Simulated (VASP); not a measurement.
# AlN: single point with r2SCAN

**What was measured.**

“Self-assembly of well-separated AlN nanowires directly on sputtered metallic TiN films”, 2019, arxiv:1910.07391 quotes, for a bulk crystal of AlN at 10 K: band gap 6.034 eV (an exciton energy, a little under the gap).

AlN:

```
Al N
1.0
     3.11300    0.00000    0.00000
    -1.55650    2.69594    0.00000
     0.00000    0.00000    4.98100
Al N
2 2
Cartesian
  0.0000 1.7973 0.0000
  1.5565 0.8986 2.4905
  0.0000 1.7973 1.8928
  1.5565 0.8986 4.3833
```

```
Program             : VASP 6.6.1
Task                : single point
Functional          : r2SCAN
Potentials or basis : VASP PAW PBE potentials, release 64 (Al, N)
Cutoff              : 520 eV
k mesh              : 8 × 8 × 5
Occupations         : fermi-dirac, width 0.02 eV
Spin                : no spin polarisation
```

```yaml
Pressure: -1.3 GPa
Largest_force: 0.125 eV/Å
Band_gap_on_the_k_mesh: 4.90 eV, direct
```

Forces on the atoms (eV/Å):
```
Al   0.000  0.000 -0.125
Al   0.000  0.000 -0.125
N    0.000  0.000  0.125
N    0.000  0.000  0.125
```

Stress tensor (GPa, compression positive):
```
-1.92  0.00  0.00
 0.00 -1.92  0.00
 0.00  0.00 -0.10
```

Levels at points of the mesh, in eV from the valence-band top:
```
           k point  band 4  band 5  band 6  band 7  band 8  band 9  band 10  band 11  band 12  band 13
(0.00, 0.00, 0.00)   -0.85   -0.85   -0.19   -0.19    0.00    4.90     7.50    11.59    12.02    12.02
(0.50, 0.00, 0.00)   -4.18   -3.37   -2.11   -1.76   -0.67    6.46     6.55     9.04    11.26    11.70
```

Wall time 25 s on 4 MPI ranks on Intel(R) Xeon(R) Platinum 8259CL CPU @ 2.50GHz (Skylake/Cascade Lake), on a shared host, peak memory 0.16 GiB a rank.

Against the measured gap of AlN, 6.034 eV (an exciton energy, a little under the gap; 10 K; quoted in “Self-assembly of well-separated AlN nanowires directly on sputtered metallic TiN films”, 2019, arxiv:1910.07391), the calculated 4.90 eV is off by -1.13 eV. 2 values of this kind are on record (6.034 to 6.0343 eV); this one was drawn at random. The value is that of r2SCAN, without temperature or zero-point motion.

Caveat: the PAW data sets were made with another functional, which shifts forces and pressure a little.
